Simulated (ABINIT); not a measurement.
Here is an ABINIT 10.8.3 (patched build) calculation.

File run.abi:

```
# Datasets: ground state, then fixed potential
ndtset 2

# Pseudopotentials
pp_dirpath "./"
pseudos "Pd.upf"

# Structure
acell 5.2603645593 5.2603645593 8.7473400302
rprim
     1.0000000000     0.0000000000     0.0000000000
    -0.5000000000     0.8660254038     0.0000000000
     0.0000000000     0.0000000000     1.0000000000
ntypat 1
znucl 46
natom 2
typat 1 1
xred
     0.3333333333     0.6666666667     0.2500000000
     0.6666666667     0.3333333333     0.7500000000

# Plane-wave basis
ecut 41.0

# Exchange and correlation
ixc -116133

# Bands and occupations
occopt 3
tsmear 0.00183747

# SCF cycle
nstep 100

# Output
iomode 3
prtwf 0
prteig 0
prtebands 0
enunit 1
prtden1 1
prtvha1 1
prtvclmb1 1
prtpot1 1
prtelf1 1

# Dataset 1
kptopt1 1
ngkpt1 11 11 6
nshiftk1 1
shiftk1 0.0 0.0 0.0
nband1 22
tolvrs1 1.0e-10

# Dataset 2: bands along G-M-K-G-A-L-H-A
iscf2 -2
getden2 1
nband2 28
nbdbuf2 4
tolwfr2 1.0e-11
kptopt2 -7
ndivsm2 5
prteig2 1
prtvol2 -3
kptbounds2
     0.0000000000     0.0000000000     0.0000000000
     0.5000000000     0.0000000000     0.0000000000
     0.3333333333     0.3333333333     0.0000000000
     0.0000000000     0.0000000000     0.0000000000
     0.0000000000     0.0000000000     0.5000000000
     0.5000000000     0.0000000000     0.5000000000
     0.3333333333     0.3333333333     0.5000000000
     0.0000000000     0.0000000000     0.5000000000
```

Potentials or basis: PseudoDojo NC SR PBEsol v0.4.1 standard.

Launch:

```sh
$ abinit run.abi > log 2>&1
```

(1) Estimate the band gap on the k mesh.

(2) Estimate the pressure.

Answers

(1) none (metal or under the smearing width).

(2) -10.5 GPa.
